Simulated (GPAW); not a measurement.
## MnO2 in GPAW: the effect of functional

MnO2:

```
Mn O
1.0
     1.42843    0.82471    4.58393
    -1.42843    0.82471    4.58393
     0.00000   -1.64941    4.58393
Mn O
1 2
Cartesian
  0.0000 0.0000 0.0000
  0.0000 0.0000 10.1163
  0.0000 0.0000 3.6355
```

Measurements of this composition are mostly on another form, of space group No. 136.

Alike in all runs:

```yaml
Program: GPAW 26.7.0
Task: band structure
Cutoff: 800 eV
Basis: pw
k_mesh: 7 × 7 × 7
Occupations: fermi-dirac, width 0.05 eV
Spin: collinear spin, ferromagnetic start
Starting_moments: "[4.0, 0.0, 0.0] μB"
```

**Question.** One run gave: gap on the mesh 0.46 eV; pressure -7.6 GPa; largest force 0.48 eV/Å. Which functional did it use?
A. PBEsol
B. LDA
C. r2SCAN

**Answer.** B.

```csv
functional,potentials or basis,gap on the mesh (eV),pressure (GPa),largest force (eV/Å)
r2SCAN,GPAW PAW data sets (gpaw-data 1.2.1),1.95,2.7,0.15
LDA,the program's PAW data sets (release 1.2.1) made for this functional,0.46,-7.6,0.48
PBEsol,PAW data sets generated in the run's folder for this functional,0.73,1.0,0.07
```

Caveats: a cell with one magnetic atom can't hold antiferromagnetic order, which such compounds often take; the PAW data sets were made with another functional, which shifts forces and pressure a little (some runs).

A k mesh can miss the band edges.

Not every run made on this cell is shown here.
